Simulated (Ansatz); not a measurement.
# Ir: properties at the relaxed cell, part 2 of 2

The task, for Ir: see whether it has a gap, which orbitals make up the states near it and how charge is shared and measure the bulk modulus from energies at several volumes.

Ansatz 0.2.0; DFT PBE, scalar-relativistic, plane waves, PAW.

## 5. The cell scaled to 0.94 of its volume

The COD entry's cell or inner coordinates are ideal or old and differ from later refinements, so a difference from it is no clean test against experiment.

Input file input.yaml:

```yaml
crystal:
  lattice:
    - [0.0, 1.8958228623, 1.8958228623]
    - [1.8958228623, 0.0, 1.8958228623]
    - [1.8958228623, 1.8958228623, 0.0]
  atoms:
    - { symbol: Ir, position: [0.0, 0.0, 0.0] }
basis:
  ecutwfc: 420
kpoints:
  mp_grid: { grid: [18, 18, 18] }
hamiltonian:
  xc: pbe
scf:
  occupations: { method: gaussian, width: 0.1 }
output:
  forces: true
  stress: true
  eigenvalues: true
  write_density: true
  write_potential: true
  elf: true
  volumetric_format: npy
```

Started as:

```bash
> ansatz run input.yaml --threads 1 --pin off --max-ram 2560MiB --backend cpu --events-out ev --progress --plain --runs-dir out
```

Standard output:

```text
Warning: RAYON_NUM_THREADS=1 ignored (pool sized by the plan → 1); use --threads N
Engine: ansatz 0.2.0, x86_64-unknown-linux-gnu
Pseudopotentials: kind: paw
Pseudopotential: Ir, paw, valence charge 17, recommended cutoff 420 eV (normal), Ir.paw.azcp
Functional definition: PBE
  parameter kappa = 0.804
  parameter beta = 0.06672455060314922
  exchange = pbe_x(kappa = kappa, mu = beta*pi^2/3)
  correlation = pbe_c(beta = beta)
Crystal: 1 atoms, lattice volume = 13.628 Å³
Basis set: ecut = 420 eV, 283 PW (Γ), exchange–correlation on 36×36×36 points (8 copies of the dense FFT grid, shifted against one another)
Bands: 13, of which v1, the nominal top of the filled ones, is band 9 counted from 1 (8 counted from 0)
Symmetry: 48 space group operations
Space group: Fm-3m (ITA 225), of the structure as read, at distance tolerance 2.4e-5 Å
k-points: 195 of 5832
Non-local potential: Ir, projectors of the file, l = 0: 3, l = 1: 2, l = 2: 2, l = 3: 1
PAW form: soft (Blöchl's): semilocal exchange-correlation on the pseudo side does not see the compensation charge
PAW one-centre angular grid: Ir, 590 points (default); XC on 64 Gauss nodes
Initial density: superposition of atomic densities (neutral atoms: chi_scale 0, normalization atom), corrected by the library's trained network
Initial wavefunctions: pseudopotential atomic-orbital guess
Functional: x = pbe(κ = 0.804, μ = 0.2195149727645171), c = pbe(β = 0.06672455060314922)
SCF iter   1: F=—  HF=-11935.248549 eV  |F-HF|=—  |Δ(HF+E_count)|=         —  Δρ=4.28e-3  dr2=4.66e-4  ethr=1.77e-3  ⟨swp⟩=5.0  Hψ=12779  notcnv=0
preconditioner: auto → none  [metal: Δε(μ)=0.019 eV  Ē_g=14.693 eV  σ=0.100 eV  W_gap=0.11  n_scr=0 (ndim 8)  ℏωp=30.2 eV  f_vac=0.000  D(μ)=0.94/eV (n_scr^D=14)]
SCF iter   2: F=—  HF=-11935.249016 eV  |F-HF|=—  |Δ(HF+E_count)|=   4.67e-4  Δρ=2.16e-3  dr2=9.65e-5  ethr=2.74e-6  ⟨swp⟩=2.0  Hψ=4886  notcnv=0
SCF iter   3: F=—  HF=-11935.249254 eV  |F-HF|=—  |Δ(HF+E_count)|=   2.39e-4  Δρ=5.35e-4  dr2=1.59e-5  ethr=5.68e-7  ⟨swp⟩=2.0  Hψ=3350  notcnv=0
SCF iter   4: F=—  HF=-11935.249262 eV  |F-HF|=—  |Δ(HF+E_count)|=   7.21e-6  Δρ=6.66e-5  dr2=3.00e-7  ethr=9.38e-8  ⟨swp⟩=2.0  Hψ=3362  notcnv=0
iter 5 did not close the SCF: its close was put off for the readings that it lacked (scf_convergence_deferred on its scf_iter line)
SCF iter   5: F=-11935.249262 eV  HF=-11935.249262 eV  |F-HF|=6.42e-10  |Δ(HF+E_count)|=   2.64e-8  Δρ=1.16e-5  dr2=4.55e-9  ethr=1.76e-9  ⟨swp⟩=2.1  Hψ=3332  notcnv=0
SCF iter   6: F=-11935.249262 eV  HF=-11935.249262 eV  |F-HF|=3.64e-12  |Δ(HF+E_count)|=  8.28e-10  Δρ=7.58e-7  dr2=2.70e-11  ethr=2.68e-11  ⟨swp⟩=5.5  Hψ=12741  notcnv=0
SCF 1 converged in 6 iterations: F = -11935.249262 eV  dr2 = 2.70e-11
SCF converged after 6 iterations
Free energy (F): -11935.249262 eV
Harris-Foulkes:  -11935.249262 eV  (|F-HF|=3.64e-12)
Internal energy: -11935.244567 eV  (E = F + TS)
E sigma→0 (E₀):  -11935.246914 eV
Entropy (-TS):   -0.004694 eV (-4.694 meV/atom)
Fermi energy:    27.103595 eV
--- Per-component energies (eV) ---
  E_band       = -64.368083
  E_kinetic    = 625.401259
  E_local      = -1020.610531  (includes V_loc(G=0)·N_el)
  E_nonlocal   = 72.746105
  E_hartree    = 395.819794
  E_xc         = -268.938065
  E_vxc        = -301.414847  (∫ρ·V_xc dr)
  E_paw        = -9223.619541  (= ΣΔE_a)
  E_vpaw       = -232.129885  (= ΣTr[D̂ρ^β])
  E_aug_tail   = 0.000056  (compensation charges beyond the density's cutoff)
  E_ewald      = -2516.043645
  E_smearing   = -0.004694  (= −TS)
  E_closure    = -0.000000  (closes the sum)
  Σ components = -11935.249262   (vs F -11935.249262, Δ=0.00e0)
--- Forces (eV/Å), atoms counted from 1 ---
  atom   1  Ir     0.00000000     0.00000000     0.00000000
  max |Σ_I F_I| component: 6.16e-32 eV/Å
--- Stress (GPa, compression-positive) ---
       25.167171       0.000000       0.000000
        0.000000      25.167171       0.000000
        0.000000      -0.000000      25.167171
  P = ⅓ Tr σ = 25.1672 GPa (251.672 kbar)
--- Band table (eV; the first three rows and the last of 195) ---
  k-point 0: bands = ["-65.9243", "-22.3685", "-22.3685", "-22.3685", "15.5353", "22.9444", "22.9444", "22.9444", "25.8029", "25.8029", "40.5446", "46.2684", "46.2684"]
  k-point 1: bands = ["-65.9219", "-22.3969", "-22.3723", "-22.3723", "15.6795", "22.8644", "23.0076", "23.0076", "25.7597", "25.7597", "40.7989", "45.6092", "46.5114"]
  k-point 2: bands = ["-65.9151", "-22.4785", "-22.3834", "-22.3834", "16.0964", "22.6602", "23.1728", "23.1728", "25.6647", "25.6647", "41.4977", "44.2732", "47.2207"]
  k-point 194: bands = ["-65.8192", "-23.0096", "-22.9198", "-22.7114", "20.3482", "21.3789", "22.4979", "25.2408", "28.6713", "35.5852", "35.6781", "36.9628", "40.7641"]
```

Run time: 1.3 s. Hardware: 1 thread of Intel Xeon 6975P-C (Granite Rapids), shared host; peak memory 0.33 GiB.

Axes a, b and c in the maps are those of this run's conventional cell (a, b, c = 3.792, 3.792, 3.792 Å).

Density in a lattice plane of the grid's cell (edges 3.79 and 3.79 Å, at 0.000 of the third edge), which holds Ir.

Values in e/Å³, 12 rows by 12 columns:
```
8.45 6.97 3.27 0.82 0.36 0.25 0.22 0.25 0.36 0.82 3.27 6.96
4.55 3.27 1.41 0.57 0.39 0.36 0.37 0.36 0.39 0.57 1.41 3.27
1.02 0.82 0.57 0.48 0.57 0.82 1.02 0.82 0.57 0.47 0.57 0.82
0.37 0.36 0.39 0.57 1.41 3.27 4.55 3.27 1.41 0.57 0.39 0.36
0.22 0.25 0.36 0.82 3.27 6.97 8.45 6.96 3.27 0.82 0.36 0.25
0.19 0.22 0.37 1.02 4.55 8.45 8.91 8.45 4.55 1.02 0.37 0.22
0.22 0.25 0.36 0.82 3.27 6.96 8.45 6.97 3.27 0.82 0.36 0.25
0.37 0.36 0.39 0.57 1.41 3.27 4.55 3.27 1.41 0.57 0.39 0.36
1.02 0.82 0.57 0.47 0.57 0.82 1.02 0.82 0.57 0.48 0.57 0.82
4.55 3.27 1.41 0.57 0.39 0.36 0.37 0.36 0.39 0.57 1.41 3.27
8.45 6.96 3.27 0.82 0.36 0.25 0.22 0.25 0.36 0.82 3.27 6.97
8.91 8.45 4.55 1.02 0.37 0.22 0.19 0.22 0.37 1.02 4.55 8.45
```
Columns run along the first of these edges and rows up along the second, over one cell in 12 and 12 even steps from the bottom left corner. Atoms in the plane (fractional): Ir at (0.00, 0.00), Ir at (0.50, 0.50).

ELF in the same plane.

Values, 12 rows by 12 columns:
```
0.58 0.65 0.58 0.32 0.26 0.21 0.18 0.21 0.26 0.32 0.58 0.65
0.66 0.58 0.39 0.30 0.31 0.26 0.24 0.26 0.30 0.30 0.39 0.58
0.38 0.32 0.30 0.36 0.30 0.32 0.38 0.32 0.30 0.36 0.30 0.32
0.24 0.26 0.31 0.30 0.39 0.58 0.66 0.58 0.39 0.30 0.30 0.26
0.18 0.21 0.26 0.32 0.58 0.65 0.58 0.65 0.58 0.32 0.26 0.21
0.15 0.18 0.24 0.38 0.66 0.58 0.27 0.58 0.66 0.38 0.24 0.18
0.18 0.21 0.26 0.32 0.58 0.65 0.58 0.65 0.58 0.32 0.26 0.21
0.24 0.26 0.30 0.30 0.39 0.58 0.66 0.58 0.39 0.30 0.31 0.26
0.38 0.32 0.30 0.36 0.30 0.32 0.38 0.32 0.30 0.36 0.30 0.32
0.66 0.58 0.39 0.30 0.30 0.26 0.24 0.26 0.31 0.30 0.39 0.58
0.58 0.65 0.58 0.32 0.26 0.21 0.18 0.21 0.26 0.32 0.58 0.65
0.27 0.58 0.66 0.38 0.24 0.18 0.15 0.18 0.24 0.38 0.66 0.58
```
Columns run along the first of these edges and rows up along the second, over one cell in 12 and 12 even steps from the bottom left corner. Atoms in the plane (fractional): Ir at (0.00, 0.00), Ir at (0.50, 0.50).

Both are smooth fields of the valence electrons: close to the nuclei they are not physical.

## 6. The cell scaled to 1.06 of its volume

Input file input.yaml:

```yaml
crystal:
  lattice:
    - [0.0, 1.9732877817, 1.9732877817]
    - [1.9732877817, 0.0, 1.9732877817]
    - [1.9732877817, 1.9732877817, 0.0]
  atoms:
    - { symbol: Ir, position: [0.0, 0.0, 0.0] }
basis:
  ecutwfc: 420
kpoints:
  mp_grid: { grid: [18, 18, 18] }
hamiltonian:
  xc: pbe
scf:
  occupations: { method: gaussian, width: 0.1 }
output:
  forces: true
  stress: true
  eigenvalues: true
```

Started as:

```bash
> ansatz run input.yaml --threads 1 --pin off --max-ram 2560MiB --backend cpu --events-out ev --progress --plain --runs-dir out
```

Standard output, shortened:

```text
Warning: RAYON_NUM_THREADS=1 ignored (pool sized by the plan → 1); use --threads N
[...]
[... 3 set-up lines as earlier in the session ...]
[...]
Crystal: 1 atoms, lattice volume = 15.367 Å³
Basis set: ecut = 420 eV, 307 PW (Γ), exchange–correlation on 40×40×40 points (8 copies of the dense FFT grid, shifted against one another)
Bands: 13, of which v1, the nominal top of the filled ones, is band 9 counted from 1 (8 counted from 0)
[... 2 set-up lines as earlier in the session ...]
k-points: 195 of 5832
[...]
SCF iter   1: F=—  HF=-11935.261931 eV  |F-HF|=—  |Δ(HF+E_count)|=         —  Δρ=4.10e-3  dr2=4.36e-4  ethr=1.77e-3  ⟨swp⟩=5.0  Hψ=12691  notcnv=0
[...]
SCF iter   6: F=-11935.262976 eV  HF=-11935.262976 eV  |F-HF|=3.24e-10  |Δ(HF+E_count)|=   1.96e-9  Δρ=2.72e-6  dr2=4.00e-10  ethr=4.00e-10  ⟨swp⟩=3.0  Hψ=8693  notcnv=0
[...]
SCF converged after 6 iterations
Free energy (F): -11935.262976 eV
[...]
E sigma→0 (E₀):  -11935.260004 eV
Entropy (-TS):   -0.005944 eV (-5.944 meV/atom)
Fermi energy:    23.275384 eV
[...]
--- Forces (eV/Å), atoms counted from 1 ---
  atom   1  Ir    -0.00000000    -0.00000000     0.00000000
[...]
--- Stress (GPa, compression-positive) ---
      -17.478689       0.000000      -0.000000
        0.000000     -17.478689      -0.000000
       -0.000000      -0.000000     -17.478689
  P = ⅓ Tr σ = -17.4787 GPa (-174.787 kbar)
--- Band table (eV; the first three rows and the last of 195) ---
  k-point 0: bands = ["-69.3916", "-25.9468", "-25.9468", "-25.9468", "12.9826", "19.8240", "19.8240", "19.8240", "22.1853", "22.1853", "37.0628", "42.1208", "42.1208"]
[...]
```

Wall time 1 s (1 thread of Intel Xeon 6975P-C (Granite Rapids), shared host); peak memory 0.33 GiB.

## 7. Equation of state

| volume (Å³/atom) | energy above the lowest point (meV/atom) | pressure (GPa) | gap on the mesh (eV) |
| --- | --- | --- | --- |
| 13.628 | 63.8 | 25.17 | 0.00 |
| 14.063 | 14.9 | 11.43 | 0.00 |
| 14.498 | 0.0 | -0.02 | 0.00 |
| 14.933 | 13.6 | -9.56 | 0.00 |
| 15.367 | 50.7 | -17.48 | 0.00 |

## 8. Outcome

The summary covers parts 1 to 2.

```
                     quantity                 value
                          gap          none (metal)
    states at the Fermi level  0.95 per eV per cell
                Bader charges            Ir +0.00 e
equilibrium volume of the fit         14.49 Å³/atom
                 bulk modulus               348 GPa
      its pressure derivative                   5.1
```

**Reading.** There is no gap at this level. Of the projected weight within 0.25 eV of the Fermi level, the largest part is Ir 5d (97 %). The fit puts the minimum at 14.49 Å³/atom with B = 348 GPa and B' = 5.1. Against the measured bulk modulus of Ir, 339 GPa (powder; “Phase stability and electronic structure of iridium metal at the megabar range”, 2019, pmc:6586894), the calculated 348 GPa is off by +2.7 %. The calculation is for zero temperature. Spin-orbit coupling is left out, which matters for the bands of Ir.
